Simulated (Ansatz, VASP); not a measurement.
# K: VASP beside Ansatz

```xyz
1
Lattice="-2.5242 2.5242 2.5242 2.5242 -2.5242 2.5242 2.5242 2.5242 -2.5242" Properties=species:S:1:pos:R:3 pbc="T T T"
K     0.0000    0.0000    0.0000
```

Alike in both runs: task single point; functional LDA; k mesh 9 × 9 × 9; no spin polarisation.

```csv
,VASP,Ansatz
version,VASP 6.6.1,Ansatz 0.2.0
potentials or method,"VASP PAW LDA potentials, release 64 (K_sv)","plane waves (420 eV) with PAW, scalar-relativistic"
plane-wave cutoff (eV),520,420
occupations,"methfessel-paxton of order 1, width 0.01 eV","cold, width 0.01 eV"
valence electrons in the cell,9,9
```

```csv
,VASP,Ansatz,Ansatz less VASP
pressure (GPa),0.0,0.0,+0.02
```

Ansatz warned: «pseudo_functional_mismatch».
